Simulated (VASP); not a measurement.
# MoS2 (P6_3/mmc) in VASP: relaxation of cell and atoms with LDA

Aim: the relaxation of cell and atoms of MoS2 with LDA.

All numbers are computed with VASP 6.6.1; they aren't measurements. Logs are shortened: lines on timing, memory, paths and dates and some standing lists are left out, and cuts for length are marked.

## 1. Starting point

It takes space group P6_3/mmc (No. 194, hexagonal). The conventional cell has a = 3.192 Å, b = 3.192 Å, c = 13.378 Å, α = 90.00°, β = 90.00°, γ = 120.00°. Mo (site symmetry -6m2) has 6 S at 2.42 Å as nearest neighbours. Around S (site symmetry 3m) lie 3 Mo at 2.42 Å.

The cell is a database's computed one.

## 2. Relaxation of cell and atoms, LDA

Contents of INCAR:

```
PREC = Accurate
ENCUT = 600
EDIFF = 1E-7
ISMEAR = 0
SIGMA = 0.02
LREAL = F
LASPH = T
NELM = 100
ALGO = Fast
ISIF = 3
LWAVE = F
LCHARG = F
IBRION = 2
NSW = 100
EDIFFG = -0.002
```

Contents of KPOINTS:

```
Automatic mesh
0
Gamma
  12 12 2
```

Contents of POSCAR:

```
MoS2
1.0
    3.1922379100      0.0000000000      0.0000000000
   -1.5961189600      2.7645591300      0.0000000000
    0.0000000000      0.0000000000     13.3782940000
Mo S
2 4
Direct
    0.6666666700      0.3333333300      0.2500000000
    0.3333333300      0.6666666700      0.7500000000
    0.6666666700      0.3333333300      0.6330820000
    0.3333333300      0.6666666700      0.3669180000
    0.6666666700      0.3333333300      0.8669180000
    0.3333333300      0.6666666700      0.1330820000
```

Potentials or basis: VASP PAW LDA potentials, release 64 (Mo_sv, S).

The run is started by

```sh
> cat potpaw_LDA.64/Mo_sv/POTCAR potpaw_LDA.64/S/POTCAR > POTCAR
> mpirun -np 1 vasp_std > vasp.out
```

OUTCAR:

```text
PREC = Accurate
   ENCUT = 600
   EDIFF = 1E-7
   ISMEAR = 0
   LREAL = F
   LASPH = T
   NELM = 100
   ISIF = 3
   IBRION = 2
   NSW = 100
   EDIFFG = -0.002

 ion  position               nearest neighbor table
   1  0.667  0.333  0.250-   4 2.42   6 2.42   4 2.42   6 2.42   4 2.42   6 2.42
   2  0.333  0.667  0.750-   3 2.42   5 2.42   3 2.42   5 2.42   3 2.42   5 2.42
   3  0.667  0.333  0.633-   2 2.42   2 2.42   2 2.42
   4  0.333  0.667  0.367-   1 2.42   1 2.42   1 2.42
   5  0.667  0.333  0.867-   2 2.42   2 2.42   2 2.42
   6  0.333  0.667  0.133-   1 2.42   1 2.42   1 2.42

  LATTYP: Found a hexagonal cell.
 ALAT       =     3.1922379100
 C/A-ratio  =     4.1908825022

  Lattice vectors:

 A1 = (   3.1922379100,   0.0000000000,   0.0000000000)
 A2 = (  -1.5961189600,   2.7645591300,   0.0000000000)
 A3 = (   0.0000000000,   0.0000000000,  13.3782940000)

Analysis of symmetry for initial positions (statically):
=====================================================================
 Subroutine PRICEL returns:
 Original cell was already a primitive cell.

 Routine SETGRP: Setting up the symmetry group for a
 hexagonal supercell.

 Subroutine GETGRP returns: Found 24 space group operations
 (whereof 12 operations were pure point group operations)
 out of a pool of 24 trial point group operations.

The static configuration has the point symmetry D_3d.
 The point group associated with its full space group is D_6h.

Analysis of symmetry for dynamics (positions and initial velocities):
=====================================================================
 Subroutine PRICEL returns:
 Original cell was already a primitive cell.

 Routine SETGRP: Setting up the symmetry group for a
 hexagonal supercell.

 Subroutine GETGRP returns: Found 24 space group operations
 (whereof 12 operations were pure point group operations)
 out of a pool of 24 trial point group operations.

The dynamic configuration has the point symmetry D_3d.
 The point group associated with its full space group is D_6h.

 Subroutine INISYM returns: Found 24 space group operations
 (whereof 12 operations are pure point group operations),
 and found     1 'primitive' translations

----------------------------------------------------------------------------------------

                                     Primitive cell

  volume of cell :     118.0652

  direct lattice vectors                    reciprocal lattice vectors
     3.192237910  0.000000000  0.000000000     0.313259860  0.180860665  0.000000000
    -1.596118960  2.764559130  0.000000000     0.000000000  0.361721328  0.000000000
     0.000000000  0.000000000 13.378294000     0.000000000  0.000000000  0.074747946

  length of vectors
     3.192237910  3.192237917 13.378294000     0.361721329  0.361721328  0.074747946

  position of ions in fractional coordinates (direct lattice)
     0.666666670  0.333333330  0.250000000
     0.333333330  0.666666670  0.750000000
     0.666666670  0.333333330  0.633082000
     0.333333330  0.666666670  0.366918000
     0.666666670  0.333333330  0.866918000
     0.333333330  0.666666670  0.133082000

  ion indices of the primitive-cell ions
   primitive index   ion index
                 1           1
                 2           2
                 3           3
                 4           4
                 5           5
                 6           6

----------------------------------------------------------------------------------------

 KPOINTS: Automatic mesh

Automatic generation of k-mesh.
 Grid dimensions read from file:
 generate k-points for:   12   12    2

 Generating k-lattice:

  Cartesian coordinates                     Fractional coordinates (reciprocal lattice)
     0.026104988  0.015071722  0.000000000     0.083333333  0.000000000  0.000000000
     0.000000000  0.030143444  0.000000000     0.000000000  0.083333333  0.000000000
     0.000000000  0.000000000  0.037373973     0.000000000  0.000000000  0.500000000

  Length of vectors
     0.030143444  0.030143444  0.037373973

  Shift w.r.t. Gamma in fractional coordinates (k-lattice)
     0.000000000  0.000000000  0.000000000

 Subroutine IBZKPT returns following result:
 ===========================================

 Found     38 irreducible k-points:

 Following reciprocal coordinates:
            Coordinates               Weight
  0.000000  0.000000  0.000000      1.000000
  0.083333  0.000000  0.000000      6.000000
  0.166667  0.000000  0.000000      6.000000
  0.250000  0.000000  0.000000      6.000000
  0.333333  0.000000  0.000000      6.000000
  0.416667 -0.000000  0.000000      6.000000
[... 16 lines left out ...]
  0.250000  0.000000  0.500000      6.000000
  0.333333  0.000000  0.500000      6.000000
 [... further k-points ...]
   k-points           NKPTS =     38   k-points in BZ     NKDIM =     38   number of bands    NBANDS=     31
   number of dos      NEDOS =    301   number of ions     NIONS =      6
   total plane-waves  NPLWV =  84672
   dimension x,y,z NGX =    28 NGY =   28 NGZ =  108
   dimension x,y,z NGXF=    56 NGYF=   56 NGZF=  216
   ions per type =               2   4
   NGX,Y,Z   is equivalent  to a cutoff of  14.58, 14.58, 13.42 a.u.
   NGXF,Y,Z  is equivalent  to a cutoff of  29.16, 29.16, 26.84 a.u.
 SYSTEM =  unknown system
   PREC   = accura    normal or accurate (medium, high low for compatibility)
   ISTART =      0    job   : 0-new  1-cont  2-samecut
   ICHARG =      2    charge: 1-file 2-atom 10-const
   ISPIN  =      1    spin polarized calculation?
   LNONCOLLINEAR =      F non collinear calculations
   LSORBIT =      F    spin-orbit coupling
   LASPH  =      T    aspherical Exc in radial PAW
   ENCUT  =  600.0 eV  44.10 Ry    6.64 a.u.   6.38  6.38 26.72*2*pi/ulx,y,z
   NELM   =    100;   NELMIN=  2; NELMDL= -5     # of ELM steps
   EDIFF  = 0.1E-06   stopping-criterion for ELM
   LREAL  =      F    real-space projection
   EDIFFG = -.2E-02   stopping-criterion for IOM
   NSW    =    100    number of steps for IOM
   IBRION =      2    ionic relax: 0-MD 1-quasi-New 2-CG
   NFREE  =      1    steps in history (QN), initial steepest desc. (CG)
   ISIF   =      3    stress and relaxation
   ISYM   =      2    0-nonsym 1-usesym 2-fastsym
   POTIM  = 0.5000    time-step for ionic-motion
   TEBEG  =    0.0;   TEEND  =   0.0 temperature during run
   PSTRESS=    0.0 pullay stress
   NELECT =      52.0000    total number of electrons
   NUPDOWN=      -1.0000    fix difference up-down
   EMIN   =  10.00;   EMAX   =-10.00  energy-range for DOS
   EFERMI =   0.00;   METHOD = LEGACY
   ISMEAR =     0;   SIGMA  =   0.02  broadening in eV -4-tet -1-fermi 0-gaus
   EFERMI_NEDOS =   21; number of points for ismear=-14 and -15
   IALGO  =     68    algorithm
   IMIX   =      4    mixing-type and parameters
     AMIX     =   0.40;   BMIX     =  1.00
     AMIX_MAG =   1.60;   BMIX_MAG =  1.00
  volume/ion in A,a.u.               =      19.68       132.79
  Fermi-wavevector in a.u.,A,eV,Ry     =   1.245571  2.353789 21.108736  1.551448
  Thomas-Fermi vector in A             =   2.379788
   LORBIT       =      0    0 simple, 1 ext, 2 COOP (PROOUT), +10 PAW based schemes
   GGA     = CA    functional components
   LHFCALC =     F    Hartree Fock is set to
   AEXX    =    0.0000 exact exchange contribution
   IVDW    =     0    specifies the selected vdW correction
   LEPSILON=     F    determine dielectric tensor
   LRPA    =     F    only Hartree local field effects (RPA)
 conjugate gradient relaxation of ions
 non-spin polarized calculation
 RMM-DIIS sequential band-by-band and
 Gauss-broadening in eV      SIGMA  =   0.02
  energy-cutoff  :      600.00
  volume of cell :      118.07
 maximum number of plane-waves:      3981
 NGX is ok and might be reduce to    28
   NGX = 13   NGY = 13   NGZ = 53

--------------------------------------- Ionic step        1  -------------------------------------------

 number of electron      52.0000000 magnetization

 Free energy of the ion-electron system (eV)
  ---------------------------------------------------
  ext. energy  EPLUGINS =         0.00000000
  ---------------------------------------------------
  free energy    TOTEN  =       -48.73883223 eV

  energy without entropy =      -48.73883223  energy(sigma->0) =      -48.73883223

------------------------ aborting loop because EDIFF is reached ----------------------------------------

  FORCE on cell =-STRESS in cart. coord.  units (eV):
  Direction    XX          YY          ZZ          XY          YZ          ZX
  --------------------------------------------------------------------------------------
  -------------------------------------------------------------------------------------
  Total       -5.4626488     -5.4626489     -4.7697184      0.0000000      0.0000000     -0.0000000
  in kB      -74.1296579    -74.1296582    -64.7264005      0.0000001      0.0000000     -0.0000000
  external PRESSURE =     -70.9952388 kB  Pullay stress =       0.0000000 kB
[... 101 lines left out ...]
  FREE ENERGIE OF THE ION-ELECTRON SYSTEM (eV)
  ---------------------------------------------------
  free  energy   TOTEN  =       -48.8697295820 eV

  energy  without entropy=      -48.8697295820  energy(sigma->0) =      -48.86972958

[... ionic steps 4 to 24 ...]

--------------------------------------- Ionic step       25  -------------------------------------------

 number of electron      52.0000001 magnetization

------------------------ aborting loop because EDIFF is reached ----------------------------------------

  FORCE on cell =-STRESS in cart. coord.  units (eV):
  Direction    XX          YY          ZZ          XY          YZ          ZX
  --------------------------------------------------------------------------------------
  -------------------------------------------------------------------------------------
  Total       -0.0169078     -0.0169078     -0.0187724      0.0000000     -0.0000000      0.0000000
  in kB       -0.2653346     -0.2653346     -0.2945952      0.0000000     -0.0000000      0.0000000
  external PRESSURE =      -0.2750881 kB  Pullay stress =       0.0000000 kB
[... 65 lines left out ...]
  energy  without entropy=      -48.9631230959  energy(sigma->0) =      -48.96312310

--------------------------------------- Ionic step       27  -------------------------------------------

 number of electron      52.0000001 magnetization

 Free energy of the ion-electron system (eV)
  ---------------------------------------------------
  ext. energy  EPLUGINS =         0.00000000
  ---------------------------------------------------
  free energy    TOTEN  =       -48.96312407 eV

  energy without entropy =      -48.96312407  energy(sigma->0) =      -48.96312407

 E-fermi :   8.1683     XC(G=0): -11.3743

 val. band max:        8.0478141601   @ k =   0.0000   0.0000   0.0000
 cond. band min:       8.7870415884   @ k =   0.1667   0.1667   0.0000
 fundamental gap:      0.7392274283
 Fermi energy:         8.1683188151

 k-point     1 :       0.0000    0.0000    0.0000
  band No.  band energies     occupation
      1     -53.1318      2.00000
      2     -53.1318      2.00000
      3     -27.5245      2.00000
      4     -27.5244      2.00000
      5     -27.2350      2.00000
      6     -27.2350      2.00000
[... 805 lines left out ...]
     30       9.7187      0.00000
     31      11.0210      0.00000

 [... further k-points ...]

------------------------ aborting loop because EDIFF is reached ----------------------------------------

  FORCE on cell =-STRESS in cart. coord.  units (eV):
  Direction    XX          YY          ZZ          XY          YZ          ZX
  --------------------------------------------------------------------------------------
  -------------------------------------------------------------------------------------
  Total       -0.0104174     -0.0104174     -0.0093568      0.0000000      0.0000000     -0.0000000
  in kB       -0.1635235     -0.1635235     -0.1468750      0.0000000      0.0000000     -0.0000000
  external PRESSURE =      -0.1579740 kB  Pullay stress =       0.0000000 kB
[... 21 lines left out ...]
  FREE ENERGIE OF THE ION-ELECTRON SYSTEM (eV)
  ---------------------------------------------------
  free  energy   TOTEN  =       -48.9631240666 eV

  energy  without entropy=      -48.9631240666  energy(sigma->0) =      -48.96312407

 reached required accuracy - stopping structural energy minimisation
```

Run time: 44 min. Hardware: 1 thread of Intel Xeon Platinum 8488C (Sapphire Rapids), shared host; peak memory 0.32 GiB.

What came out:

```yaml
Free_energy: -48.9631 eV
Relaxed_volume: 17.01 Å³/atom
Relaxed_cell: a = 3.124 Å, b = 3.124 Å, c = 12.079 Å, α = 90.00°, β = 90.00°, γ = 120.00°
Space_group_after_relaxing_to_0.05_Å: P6_3/mmc (No. 194)
Energy_gained_by_relaxing: 37.4 meV/atom
Ionic_steps: 27
Pressure_after_relaxing: 0.0 GPa
Band_gap_on_the_k_mesh: 0.74 eV, indirect (least direct gap 1.76 eV)
```

Step by step:
```tsv
step	energy change (eV)	largest force (eV/Å)	pressure (GPa)	volume (Å³)
1	0.0000	0.5737	-7.10	118.07
2	0.3975	2.4091	17.09	103.78
3	-0.1309	0.2881	-0.54	113.04
4	-0.1310	0.3118	-0.36	112.91
5	-0.1461	0.0978	-0.18	111.80
6	-0.1462	0.0855	-0.17	111.74
7	-0.1502	0.0969	-0.09	111.30
8	-0.1621	0.1336	0.17	109.99
9	-0.1840	0.2173	0.84	107.36
10	-0.2042	0.4150	2.82	102.14
11	-0.2050	0.4073	2.78	102.09
12	-0.2075	0.3825	2.63	101.94
13	-0.2116	0.3339	2.39	101.65
14	-0.2171	0.2370	1.90	101.06
15	-0.2158	0.0443	1.05	99.87
16	-0.2185	0.1559	1.52	100.53
17	-0.2199	0.1393	1.34	100.74
18	-0.2228	0.0898	0.80	101.35
19	-0.2239	0.0087	-0.21	102.59
20	-0.2242	0.0218	0.10	102.21
21	-0.2242	0.0187	0.08	102.19
22	-0.2243	0.0087	0.03	102.14
23	-0.2243	0.0111	-0.07	102.05
24	-0.2243	0.0008	-0.03	102.10
25	-0.2243	0.0016	-0.03	102.09
26	-0.2243	0.0020	-0.03	102.09
27	-0.2243	0.0012	-0.02	102.07
```

Final structure:
```
CELL_PARAMETERS angstrom
3.12368 0.00000 0.00000
-1.56184 2.70519 0.00000
0.00000 0.00000 12.07881
ATOMIC_POSITIONS crystal
Mo 0.66667 0.33333 0.25000
Mo 0.33333 0.66667 0.75000
S 0.66667 0.33333 0.62131
S 0.33333 0.66667 0.37869
S 0.66667 0.33333 0.87869
S 0.33333 0.66667 0.12131
```

Levels at points of the mesh, in eV from the valence-band top:
```tsv
k point	band 23	band 24	band 25	band 26	band 27	band 28	band 29	band 30
(0.00, 0.00, 0.00)	-2.20	-1.40	-1.14	0.00	2.14	2.14	2.17	2.17
(0.50, 0.00, 0.00)	-1.76	-1.53	-1.51	-1.39	1.66	1.72	2.02	2.37
(0.00, 0.00, 0.50)	-2.23	-2.23	-0.29	-0.29	2.14	2.14	2.14	2.14
(0.50, 0.00, 0.50)	-1.64	-1.64	-1.45	-1.45	1.68	1.68	2.21	2.21
```
